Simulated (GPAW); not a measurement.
# MgO (Fm-3m) in GPAW: notebook, part 2 of 2

GPAW 26.7.0. Earlier steps stand in the parts before.

### Step 3. Relaxation of cell and atoms, PBEsol

The input, run.py:

```python
from ase import Atoms
from ase.filters import FrechetCellFilter
from ase.io import write
from ase.optimize import BFGS
from gpaw import GPAW, PW, setup_paths

setup_paths.insert(0, '.')

atoms = Atoms(['Mg', 'O'],
              cell=[[0.0, 2.0970013927, 2.0970013927],
                    [2.0970013927, 0.0, 2.0970013927],
                    [2.0970013927, 2.0970013927, 0.0]],
              scaled_positions=[[0.0, 0.0, 0.0],
                                [0.5, 0.5, 0.5]],
              pbc=True)

calc = GPAW(mode=PW(800),
            xc='PBEsol',
            kpts={'size': (11, 11, 11), 'gamma': True},
            occupations={'name': 'fermi-dirac', 'width': 0.05},
            nbands=16,
            convergence={'density': 1e-05, 'forces': 0.0001},
            maxiter=150,
            txt='gpaw.txt')
atoms.calc = calc
opt = BFGS(FrechetCellFilter(atoms), trajectory='relax.traj', logfile='-')
done = opt.run(fmax=0.02, steps=60)
calc.write('gs.gpw')
write('result.traj', atoms)
print('Converged:', done)
print('Cell:', atoms.cell.cellpar().round(4))
print('Volume:', round(atoms.get_volume(), 4))
print(atoms.get_scaled_positions().round(5))
```

Potentials or basis: PAW data sets generated in the run's folder for this functional, pw.

Run with:

```
$ gpaw-setup -f PBEsol Mg O
$ OMP_NUM_THREADS=1 python run.py
```

It took 40 s on 1 thread of Arm Neoverse V1, shared host; peak memory 0.19 GiB.

It converged, with:

```
Free energy                            : -12.7861 eV
Relaxed volume                         : 9.40 Å³/atom
Relaxed cell                           : a = 2.984 Å, b = 2.984 Å, c = 2.984 Å, α = 60.00°, β = 60.00°, γ = 60.00°
Space group after relaxing (to 0.05 Å) : Fm-3m (No. 225)
Energy gained by relaxing              : 1.9 meV/atom
Ionic steps                            : 3
Pressure after relaxing                : 0.0 GPa
Band gap on the k mesh                 : 4.60 eV, direct
```

Step by step:
```tsv
step	energy change (eV)	largest force (eV/Å)	pressure (GPa)	volume (Å³)
1	0.0000	0.0000	3.13	18.44
2	-0.0013	0.0000	2.48	18.51
3	-0.0037	0.0000	0.04	18.79
```

Final structure:
```
Mg O
1.0
     0.00000    2.11012    2.11012
     2.11012    0.00000    2.11012
     2.11012    2.11012    0.00000
Mg O
1 1
Direct
  0.00000 0.00000 0.00000
  0.50000 0.50000 0.50000
```

Levels at points of the mesh, in eV from the valence-band top:
```
           k point  band 5  band 6  band 7  band 8  band 9  band 10  band 11  band 12
(0.00, 0.00, 0.00)  -17.13    0.00    0.00    0.00    4.60    15.62    15.62    15.62
```

Caveat: later steps reuse the first step's grids.

### Step 4. Relaxation of cell and atoms, PBEsol+D3

run.py: that of step 3 with these lines changed.

```diff
@@ -1,2 +1,3 @@
 from ase import Atoms
+from ase.calculators.mixing import SumCalculator
 from ase.filters import FrechetCellFilter
@@ -4,2 +5,3 @@
 from ase.optimize import BFGS
+from dftd3.ase import DFTD3
 from gpaw import GPAW, PW, setup_paths
@@ -24,3 +26,3 @@
             txt='gpaw.txt')
-atoms.calc = calc
+atoms.calc = SumCalculator([calc, DFTD3(method='pbesol', damping='d3zero')])
 opt = BFGS(FrechetCellFilter(atoms), trajectory='relax.traj', logfile='-')
```

Run with:

```
$ gpaw-setup -f PBEsol Mg O
$ OMP_NUM_THREADS=1 python run.py
```

Run time: 18 s. Hardware: 1 thread of Arm Neoverse V1, shared host; peak memory 0.15 GiB.

It converged, with:

```yaml
Free_energy: -13.1159 eV
Pressure_after_relaxing: -0.2 GPa
Band_gap_on_the_k_mesh: 4.78 eV, direct
Dispersion_energy_per_atom: -0.167 eV
```

Final structure:
```yaml
crystal:
  lattice:
    - [0.00000, 2.09700, 2.09700]
    - [2.09700, 0.00000, 2.09700]
    - [2.09700, 2.09700, 0.00000]
  atoms:
    - { symbol: Mg, position: [0.00000, 0.00000, 0.00000] }
    - { symbol: O, position: [0.50000, 0.50000, 0.50000] }
```

Levels at points of the mesh, in eV from the valence-band top:
```
           k point  band 5  band 6  band 7  band 8  band 9  band 10  band 11  band 12
(0.00, 0.00, 0.00)  -17.23    0.00    0.00    0.00    4.78    15.72    15.72    15.72
```

Caveat: the relaxation stopped at its first step, so nothing moved; later steps reuse the first step's grids.

### Step 5. Relaxation of cell and atoms, PBEsol+D3(BJ)

run.py: that of step 4 with these lines changed.

```diff
@@ -26,3 +26,3 @@
             txt='gpaw.txt')
-atoms.calc = SumCalculator([calc, DFTD3(method='pbesol', damping='d3zero')])
+atoms.calc = SumCalculator([calc, DFTD3(method='pbesol', damping='d3bj')])
 opt = BFGS(FrechetCellFilter(atoms), trajectory='relax.traj', logfile='-')
```

Run with:

```
$ gpaw-setup -f PBEsol Mg O
$ OMP_NUM_THREADS=1 python run.py
```

Wall time 38 s (1 thread of Arm Neoverse V1, shared host); peak memory 0.2 GiB.

It converged, with:

| Property | Result |
| --- | --- |
| Free energy | -13.2880 eV |
| Relaxed volume | 9.15 Å³/atom |
| Relaxed cell | a = 2.958 Å, b = 2.958 Å, c = 2.958 Å, α = 60.00°, β = 60.00°, γ = 60.00° |
| Space group after relaxing (to 0.05 Å) | Fm-3m (No. 225) |
| Energy gained by relaxing | 0.3 meV/atom |
| Ionic steps | 3 |
| Pressure after relaxing | 0.0 GPa |
| Band gap on the k mesh | 4.86 eV, direct |
| Dispersion energy per atom | -0.255 eV |

Step by step:
| step | energy change (eV) | largest force (eV/Å) | pressure (GPa) | volume (Å³) |
| --- | --- | --- | --- | --- |
| 1 | 0.0000 | 0.0000 | -1.35 | 18.44 |
| 2 | -0.0002 | 0.0000 | -1.08 | 18.41 |
| 3 | -0.0005 | 0.0000 | 0.00 | 18.29 |

Final structure:
```xyz
2
Lattice="0.0000 2.0913 2.0913 2.0913 0.0000 2.0913 2.0913 2.0913 0.0000" Properties=species:S:1:pos:R:3 pbc="T T T"
Mg    0.0000    0.0000    0.0000
O     2.0913    2.0913    2.0913
```

Levels at points of the mesh, in eV from the valence-band top:
| k point | band 4 | band 5 | band 6 | band 7 | band 8 | band 9 | band 10 | band 11 | band 12 |
| --- | --- | --- | --- | --- | --- | --- | --- | --- | --- |
| (0.00, 0.00, 0.00) | -38.86 | -17.27 | 0.00 | 0.00 | 0.00 | 4.86 | 15.77 | 15.77 | 15.77 |

Caveat: later steps reuse the first step's grids.

### Step 6. Relaxation of cell and atoms, PBEsol+D3(BJ)+ATM

run.py: that of step 5 with these lines changed.

```diff
@@ -26,3 +26,3 @@
             txt='gpaw.txt')
-atoms.calc = SumCalculator([calc, DFTD3(method='pbesol', damping='d3bj')])
+atoms.calc = SumCalculator([calc, DFTD3(damping='d3bj', params_tweaks=dict(method='pbesol', atm=True))])
 opt = BFGS(FrechetCellFilter(atoms), trajectory='relax.traj', logfile='-')
```

Potentials or basis: PAW data sets generated in the run's folder for this functional, pw.

Run with:

```
$ gpaw-setup -f PBEsol Mg O
$ OMP_NUM_THREADS=1 python run.py
```

Wall time 41 s (1 thread of Arm Neoverse V1, shared host); peak memory 0.2 GiB.

Results (log left out):

| Item | Value |
| --- | --- |
| Free energy | -13.2364 eV |
| Relaxed volume | 9.20 Å³/atom |
| Relaxed cell | a = 2.963 Å, b = 2.963 Å, c = 2.963 Å, α = 60.00°, β = 60.00°, γ = 60.00° |
| Space group after relaxing (to 0.05 Å) | Fm-3m (No. 225) |
| Energy gained by relaxing | 0.0 meV/atom |
| Ionic steps | 3 |
| Pressure after relaxing | 0.0 GPa |
| Band gap on the k mesh | 4.81 eV, direct |
| Dispersion energy per atom | -0.228 eV |

Final structure:
```xyz
2
Lattice="0.0000 2.0951 2.0951 2.0951 0.0000 2.0951 2.0951 2.0951 0.0000" Properties=species:S:1:pos:R:3 pbc="T T T"
Mg    0.0000    0.0000    0.0000
O     2.0951    2.0951    2.0951
```

Levels at points of the mesh, in eV from the valence-band top:
| k point | band 4 | band 5 | band 6 | band 7 | band 8 | band 9 | band 10 | band 11 | band 12 |
| --- | --- | --- | --- | --- | --- | --- | --- | --- | --- |
| (0.00, 0.00, 0.00) | -38.88 | -17.24 | 0.00 | 0.00 | 0.00 | 4.81 | 15.74 | 15.74 | 15.74 |

Caveat: later steps reuse the first step's grids.

### Step 7. The reference run

An earlier run on the cell as given: functional PBEsol; potentials or basis PAW data sets generated in the run's folder for this functional; cutoff 800 eV; basis pw; k mesh 11 × 11 × 11; occupations fermi-dirac, width 0.05 eV; no spin polarisation.

* Pressure: 3.1 GPa
* Band gap on the k mesh: 4.78 eV, direct

### Step 8. Overview

| task | level | potentials or basis | cell | k mesh | cutoff (eV) | maxiter | convergence | optimizer | fmax | max steps | gap on the mesh (eV) | pressure (GPa) | relaxed volume (Å³/atom) |
| --- | --- | --- | --- | --- | --- | --- | --- | --- | --- | --- | --- | --- | --- |
| single point | PBE | GPAW PAW data sets (gpaw-data 1.2.1), pw | as given | 9 × 9 × 9 | 600 | 120 | default | - | - | - | 4.89 | 1.9 | - |
| relaxation of cell and atoms | PBEsol | PAW data sets generated in the run's folder for this functional, pw | relaxed | 11 × 11 × 11 | 800 | 150 | density=1e-05 forces=0.0001 | BFGS | 0.02 eV/Å | 60 | 4.60 | 0.0 | 9.40 |
| relaxation of cell and atoms | PBEsol+D3 | PAW data sets generated in the run's folder for this functional, pw | relaxed | 11 × 11 × 11 | 800 | 150 | density=1e-05 forces=0.0001 | BFGS | 0.02 eV/Å | 60 | 4.78 | -0.2 | - |
| relaxation of cell and atoms | PBEsol+D3(BJ) | PAW data sets generated in the run's folder for this functional, pw | relaxed | 11 × 11 × 11 | 800 | 150 | density=1e-05 forces=0.0001 | BFGS | 0.02 eV/Å | 60 | 4.86 | 0.0 | 9.15 |
| relaxation of cell and atoms | PBEsol+D3(BJ)+ATM | PAW data sets generated in the run's folder for this functional, pw | relaxed | 11 × 11 × 11 | 800 | 150 | density=1e-05 forces=0.0001 | BFGS | 0.02 eV/Å | 60 | 4.81 | 0.0 | 9.20 |
| single point | PBEsol | PAW data sets generated in the run's folder for this functional, pw | as given | 11 × 11 × 11 | 800 | 150 | - | - | - | - | 4.78 | 3.1 | - |

Alike in all rows: no spin polarisation; smearing fermi-dirac 0.05 eV.

Caveats: later steps reuse the first step's grids (some runs); the cutoff is short for stress and forces, so pressures can be off by a GPa or more (some runs); the relaxation stopped at its first step, so nothing moved (some runs).

Absolute energies hang on the potentials; compare differences alone.

### Step 9. Comparison with measurements

Step 2. Against the measured gap of MgO, 7.83 eV (quoted in “Electronic structure of alkaline earth and post-transition metal oxides”, 2009, arxiv:0908.1581), the calculated 4.89 eV is off by -2.94 eV. The value is that of PBE, without temperature or zero-point motion. Semilocal functionals fall short of measured gaps as a rule. The cell is a database's relaxed one, not the measured one, which moves gaps too.
